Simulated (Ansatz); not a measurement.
TaN under strain — N-14 nuclear quadrupole resonance

Cell: an entry of the Crystallography Open Database (COD), relaxed with PBE at fixed cell and then changed (z compressed by 2 %, ions relaxed).

```yaml
crystal:
  lattice:
    - [5.19600, 0.00000, 0.00000]
    - [-2.59800, 4.49987, 0.00000]
    - [0.00000, 0.00000, 2.85278]
  atoms:
    - { symbol: Ta, position: [0.33333, 0.66667, 0.50000] }
    - { symbol: Ta, position: [0.66667, 0.33333, 0.50000] }
    - { symbol: Ta, position: [0.00000, 0.00000, 0.00000] }
    - { symbol: N, position: [0.39318, 0.00000, 0.00000] }
    - { symbol: N, position: [0.60682, 0.60682, 0.00000] }
    - { symbol: N, position: [0.00000, 0.39318, 0.00000] }
```

Atoms are numbered from 1 in the order listed; like atoms form one site, named after its first atom.

Method: Kohn–Sham DFT in Ansatz, PBE, plane waves and PAW, scalar-relativistic, collinear spin, 420 eV cutoff, Γ-centred 10×10×16 k-points, Fermi–Dirac smearing 0.05 eV. Start moments as typed (μB): 2 on each Ta, none on the rest.

N-14: I = 1, Q = 20.44 mb (year-2017 value). Static lattice, zero field.

Task: Predict the zero-field N-14 lines of each site.

Result: For I = 1 the lines are ν± = (3/4)|C_Q|(1 ± η/3) and ν₀ = |C_Q|η/2.

```tsv
site	atoms	V_zz (10²¹ V/m²)	C_Q (MHz)	η	line frequencies (MHz)
N	4, 5, 6	-1.21	-0.600	0.01	0.00304, 0.449, 0.452
```

At N V_zz points along its shortest bond, to Ta (within 1°).

The run finds no gap above 0.1 eV (a metal, or nearly one), so the gradients can move by 10 % or more with the k-mesh. Without spin–orbit coupling the gradients at and beside Ta can be off by some per cent, at some sites by more. At this changed cell the PBE pressure is 12 GPa. The start moments die out, and the run ends without spin.
